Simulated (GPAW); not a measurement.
HfN:

```
Hf N
1.0
     3.13391    0.00000    0.00000
    -1.56695    2.71404    0.00000
     0.00000    0.00000    5.41677
Hf N
2 2
Direct
  0.33333 0.66667 0.25000
  0.66667 0.33333 0.75000
  0.00000 0.00000 0.50000
  0.00000 0.00000 0.00000
```

The cell comes from a database or a generator and needn't be the stable form of this composition.

```yaml
Program: GPAW 26.7.0
Task: single point
Functional: PBEsol
Potentials_or_basis: PAW data sets generated in the run's folder for this functional
Cutoff: 800 eV
Basis: pw
k_mesh: 10 × 10 × 5
Occupations: fermi-dirac, width 0.05 eV
Spin: no spin polarisation
```

On this cell: pressure -2.1 GPa; largest force under 0.003 eV/Å; band gap on the k mesh none (metal or under the smearing width).

The same run follows on a disturbed copy (atoms moved at random, drawn with an rms of 0.05 Å):

```
Hf N
1.0
     3.13391    0.00000    0.00000
    -1.56695    2.71404    0.00000
     0.00000    0.00000    5.41677
Hf N
2 2
Cartesian
  0.0206 1.7754 1.3568
  1.5469 0.9110 4.0622
  0.0295 -0.0096 2.6638
  0.0109 0.0061 -0.0361
```

What changes?

The energy (extrapolated to zero smearing) moves by +8.3 meV/atom; pressure -1.7 GPa; largest force 0.600 eV/Å; band gap on the k mesh none (metal or under the smearing width).

Forces on the atoms (eV/Å):
```
Hf  -0.007  0.328 -0.467
Hf   0.403 -0.073 -0.396
N   -0.289 -0.049  0.523
N   -0.107 -0.205  0.341
```

Stress tensor (GPa, compression positive):
```
-1.22 -0.30 -0.11
-0.30 -1.58 -0.03
-0.11 -0.03 -2.18
```
